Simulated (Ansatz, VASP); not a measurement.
## Two plane-wave programs on TaN

File INCAR:

```
PREC = Accurate ; ENCUT = 520
EDIFF = 1E-6 ; ISMEAR = 0
SIGMA = 0.15 ; LREAL = F
LASPH = T ; NELM = 100
ALGO = Normal ; ISIF = 2
LWAVE = F ; LCHARG = F
GGA = PS ; NBANDS = 15
```

The input KPOINTS:

```
regular mesh
0
Gamma
  18 18 16
```

Contents of POSCAR:

```
TaN
1.0
    2.9379988584      0.0000000000      0.0000000000
   -1.4689994292      2.5443816477      0.0000000000
    0.0000000000      0.0000000000      2.8830000000
Ta N
1 1
Direct
    0.3333333333      0.6666666667      0.5000000000
    0.0000000000      0.0000000000      0.0000000000
```

Input for Ansatz:

```yaml
crystal:
  lattice:
    - [2.9379988584, 0.0, 0.0]
    - [-1.4689994292, 2.5443816477, 0.0]
    - [0.0, 0.0, 2.883]
  atoms:
    - { symbol: Ta, position: [0.3333333333, 0.6666666667, 0.5] }
    - { symbol: "N", position: [0.0, 0.0, 0.0] }
basis:
  ecutwfc: 420
kpoints:
  mp_grid: { grid: [18, 18, 16] }
hamiltonian:
  xc: pbesol
scf:
  occupations: { method: gaussian, width: 0.15 }
output:
  forces: true
  stress: true
  eigenvalues: true
```

Alike in both runs: task single point; functional PBEsol; k mesh 18 × 18 × 16; occupations gaussian, width 0.15 eV; no spin polarisation.

|  | VASP | Ansatz |
| --- | --- | --- |
| version | VASP 6.6.1 | Ansatz 0.2.0 |
| potentials or method | VASP PAW PBE potentials, release 64 (Ta_pv, N) | scalar-relativistic, plane waves, PAW |
| plane-wave cutoff (eV) | 520 | 420 |
| valence electrons in the cell | 16 | 18 |

VASP gave:

```
gap on the k mesh at the Fermi level (eV)       : none
pressure (GPa)                                  : -4.1
largest component of the traceless stress (GPa) : 0.02
```

Estimate Ansatz's values.

gap on the k mesh at the Fermi level (eV): none; pressure (GPa): -4.9; largest component of the traceless stress (GPa): 0.15.

A gap of «none» marks a metal or a gap that the smearing closes. The two sets of potentials don't hold the same shells in valence.

Caveats: the PAW data sets were made with another functional, which shifts forces and pressure a little (VASP). Spin-orbit coupling is left out, which matters for the levels of Ta.
